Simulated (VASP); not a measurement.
# CdS (Greenockite) (P6_3mc) in VASP: settings compared, part 4 of 4

VASP 6.6.1. Earlier steps stand in the parts before.

## (5) Relaxation of cell and atoms, PBEsol

This run uses another cell than the first one, of 24.85 Å³/atom, 0.989 times its volume.

Contents of INCAR:

```
SYSTEM = CdS
ALGO = Normal ; EDIFF = 1E-7
EDIFFG = -0.005 ; ENCUT = 600
GGA = PS ; IBRION = 2
ISIF = 3 ; ISMEAR = 0
KPAR = 2 ; LASPH = .True.
LCHARG = .False. ; LREAL = .False.
LWAVE = .False. ; NELM = 80
NSW = 90 ; PREC = Accurate
SIGMA = 0.03
```

Contents of KPOINTS:

```
k-points
0
Gamma
  9 9 4
  0 0 0
```

Contents of POSCAR:

```
CdS                                     
1.0
    4.1291873880      0.0000000000      0.0000000000
   -2.0645936940      3.5759811750      0.0000000000
   -0.0000000000      0.0000000000      6.7319038315
  Cd              S             
     2     2
Direct
     0.3333333332999970    0.6666666667000030    0.9995462527224607
     0.6666666667000030    0.3333333332999970    0.4995462527224607
     0.3333333332999970    0.6666666667000030    0.3754537472775393
     0.6666666667000030    0.3333333332999970    0.8754537472775393
```

Potentials or basis: VASP PAW PBE potentials, release 64 (Cd, S).

On the command line:

```
$ cat potpaw_PBE.64/Cd/POTCAR potpaw_PBE.64/S/POTCAR > POTCAR
$ mpirun -np 2 vasp_std > vasp.out
```

OUTCAR:

```text
SYSTEM = CdS
   EDIFF = 1E-7
   EDIFFG = -0.005
   ENCUT = 600
   GGA = PS
   IBRION = 2
   ISIF = 3
   ISMEAR = 0
   LASPH = .True.
   LREAL = .False.
   NELM = 80
   NSW = 90
   PREC = Accurate

 ion  position               nearest neighbor table
   1  0.333  0.667  1.000-   4 2.53   4 2.53   4 2.53   3 2.53
   2  0.667  0.333  0.500-   3 2.53   3 2.53   3 2.53   4 2.53
   3  0.333  0.667  0.375-   2 2.53   2 2.53   2 2.53   1 2.53
   4  0.667  0.333  0.875-   1 2.53   1 2.53   1 2.53   2 2.53

  LATTYP: Found a hexagonal cell.
 ALAT       =     4.1291873880
 C/A-ratio  =     1.6303217071

  Lattice vectors:

 A1 = (   4.1291873880,   0.0000000000,   0.0000000000)
 A2 = (  -2.0645936940,   3.5759811750,   0.0000000000)
 A3 = (   0.0000000000,   0.0000000000,   6.7319038315)

Analysis of symmetry for initial positions (statically):
=====================================================================
 Subroutine PRICEL returns:
 Original cell was already a primitive cell.

 Routine SETGRP: Setting up the symmetry group for a
 hexagonal supercell.

 Subroutine GETGRP returns: Found 12 space group operations
 (whereof  6 operations were pure point group operations)
 out of a pool of 24 trial point group operations.

The static configuration has the point symmetry C_3v.
 The point group associated with its full space group is C_6v.

Analysis of symmetry for dynamics (positions and initial velocities):
=====================================================================
 Subroutine PRICEL returns:
 Original cell was already a primitive cell.

 Routine SETGRP: Setting up the symmetry group for a
 hexagonal supercell.

 Subroutine GETGRP returns: Found 12 space group operations
 (whereof  6 operations were pure point group operations)
 out of a pool of 24 trial point group operations.

The dynamic configuration has the point symmetry C_3v.
[... 132 lines left out ...]
   IVDW    =     0    specifies the selected vdW correction
   LEPSILON=     F    determine dielectric tensor
   LRPA    =     F    only Hartree local field effects (RPA)
 conjugate gradient relaxation of ions
 non-spin polarized calculation
 Gauss-broadening in eV      SIGMA  =   0.03
  energy-cutoff  :      600.00
  volume of cell :       99.40
 maximum number of plane-waves:      3357
 NGX is ok and might be reduce to    36
   NGX = 17   NGY = 17   NGZ = 27

--------------------------------------- Ionic step        1  -------------------------------------------

 number of electron      36.0000004 magnetization

 Free energy of the ion-electron system (eV)
  ---------------------------------------------------
  ext. energy  EPLUGINS =         0.00000000
  ---------------------------------------------------
  free energy    TOTEN  =       -13.63390316 eV

  energy without entropy =      -13.63390316  energy(sigma->0) =      -13.63390316

------------------------ aborting loop because EDIFF is reached ----------------------------------------

  FORCE on cell =-STRESS in cart. coord.  units (eV):
  Direction    XX          YY          ZZ          XY          YZ          ZX
  --------------------------------------------------------------------------------------
  -------------------------------------------------------------------------------------
  Total        0.0189155      0.0189155     -0.0139326      0.0000000      0.0000000      0.0000000
  in kB        0.3048820      0.3048820     -0.2245673      0.0000000      0.0000000      0.0000000
  external PRESSURE =       0.1283989 kB  Pullay stress =       0.0000000 kB
[... 139 lines left out ...]
--------------------------------------- Ionic step        5  -------------------------------------------

 number of electron      36.0000004 magnetization

 Free energy of the ion-electron system (eV)
  ---------------------------------------------------
  ext. energy  EPLUGINS =         0.00000000
  ---------------------------------------------------
  free energy    TOTEN  =       -13.63394205 eV

  energy without entropy =      -13.63394205  energy(sigma->0) =      -13.63394205

 E-fermi :   1.3702     XC(G=0):  -9.3621

 val. band max:        1.1952933546   @ k =   0.0000   0.0000   0.0000
 cond. band min:       2.2787450511   @ k =   0.0000   0.0000   0.0000
 fundamental gap:      1.0834516964
 Fermi energy:         1.3701647268

 k-point     1 :       0.0000    0.0000    0.0000
  band No.  band energies     occupation
      1     -11.1823      2.00000
      2     -10.7385      2.00000
      3      -6.5083      2.00000
      4      -6.5003      2.00000
      5      -6.5003      2.00000
      6      -6.4151      2.00000
[... 589 lines left out ...]
     21       6.1444      0.00000
     22       7.8587      0.00000

 [... further k-points ...]

------------------------ aborting loop because EDIFF is reached ----------------------------------------

  FORCE on cell =-STRESS in cart. coord.  units (eV):
  Direction    XX          YY          ZZ          XY          YZ          ZX
  --------------------------------------------------------------------------------------
  -------------------------------------------------------------------------------------
  Total        0.0011845      0.0011845      0.0067671      0.0000000      0.0000000      0.0000000
  in kB        0.0190919      0.0190919      0.1090700      0.0000000      0.0000000      0.0000000
  external PRESSURE =       0.0490846 kB  Pullay stress =       0.0000000 kB
[... 19 lines left out ...]
  FREE ENERGIE OF THE ION-ELECTRON SYSTEM (eV)
  ---------------------------------------------------
  free  energy   TOTEN  =       -13.6339420472 eV

  energy  without entropy=      -13.6339420472  energy(sigma->0) =      -13.63394205

 reached required accuracy - stopping structural energy minimisation
```

OSZICAR:

```text
N       E                     dE             d eps       ncg     rms          rms(c)
DAV:   1     0.271238385906E+03    0.27124E+03   -0.19342E+04  1584   0.169E+03
DAV:   2     0.163945931852E+01   -0.26960E+03   -0.26342E+03  1734   0.380E+02
DAV:   3    -0.144338475496E+02   -0.16073E+02   -0.16016E+02  1938   0.915E+01
DAV:   4    -0.146271027465E+02   -0.19326E+00   -0.19314E+00  1818   0.996E+00
[... 41 lines left out ...]
DAV:   3    -0.136339456227E+02    0.20545E-04   -0.39941E-05  1824   0.557E-02    0.218E-02
DAV:   4    -0.136339419326E+02    0.36902E-05   -0.67881E-06  1914   0.236E-02    0.489E-03
DAV:   5    -0.136339418969E+02    0.35700E-07   -0.13397E-06  1872   0.131E-02    0.275E-03
DAV:   6    -0.136339420263E+02   -0.12947E-06   -0.15370E-07   804   0.410E-03    0.106E-03
DAV:   7    -0.136339420472E+02   -0.20861E-07   -0.12170E-08   792   0.927E-04
   5 F= -.13633942E+02 E0= -.13633942E+02  d E =-.223243E-04
```

CONTCAR:

```text
CdS
   1.00000000000000
     4.1314640066027684    0.0000000000000000   -0.0000000000000000
    -2.0657320033013842    3.5779527845447348   -0.0000000000000000
    -0.0000000000000000    0.0000000000000000    6.7246200046780302
  Cd              S
     2     2
Direct
     0.3333333332999970    0.6666666667000030    0.9993194298706768
     0.6666666667000030    0.3333333332999970    0.4993194298706768
     0.3333333332999970    0.6666666667000030    0.3756805701293232
     0.6666666667000030    0.3333333332999970    0.8756805701293232

  0.00000000E+00  0.00000000E+00  0.00000000E+00
  0.00000000E+00  0.00000000E+00  0.00000000E+00
  0.00000000E+00  0.00000000E+00  0.00000000E+00
  0.00000000E+00  0.00000000E+00  0.00000000E+00
```

Run time: 3.4 min. Hardware: 2 MPI ranks of Intel Xeon Platinum 8259CL at 2.50GHz (Skylake/Cascade Lake), shared host; peak memory 0.29 GiB.

Results:

```yaml
Free_energy: -13.6339 eV
Energy_gained_by_relaxing: 0.0 meV/atom
Ionic_steps: 5
Pressure_after_relaxing: 0.0 GPa
Band_gap_on_the_k_mesh: 1.08 eV, direct
```

Forces on the atoms (eV/Å):
```
Cd   0.000  0.000 -0.003
Cd   0.000  0.000 -0.003
S    0.000  0.000  0.003
S    0.000  0.000  0.003
```

Final structure:
```yaml
crystal:
  lattice:
    - [4.13146, 0.00000, 0.00000]
    - [-2.06573, 3.57795, 0.00000]
    - [0.00000, 0.00000, 6.72462]
  atoms:
    - { symbol: Cd, position: [0.33333, 0.66667, 0.99932] }
    - { symbol: Cd, position: [0.66667, 0.33333, 0.49932] }
    - { symbol: S, position: [0.33333, 0.66667, 0.37568] }
    - { symbol: S, position: [0.66667, 0.33333, 0.87568] }
```

Levels at points of the mesh, in eV from the valence-band top:
```csv
k point,band 15,band 16,band 17,band 18,band 19,band 20,band 21,band 22
"(0.00, 0.00, 0.00)",-0.77,-0.05,0.00,0.00,1.08,2.68,6.38,6.38
"(0.00, 0.00, 0.50)",-0.40,-0.40,-0.40,-0.40,2.75,2.75,6.07,6.07
```

Caveat: the PAW data sets were made with another functional, which shifts forces and pressure a little.
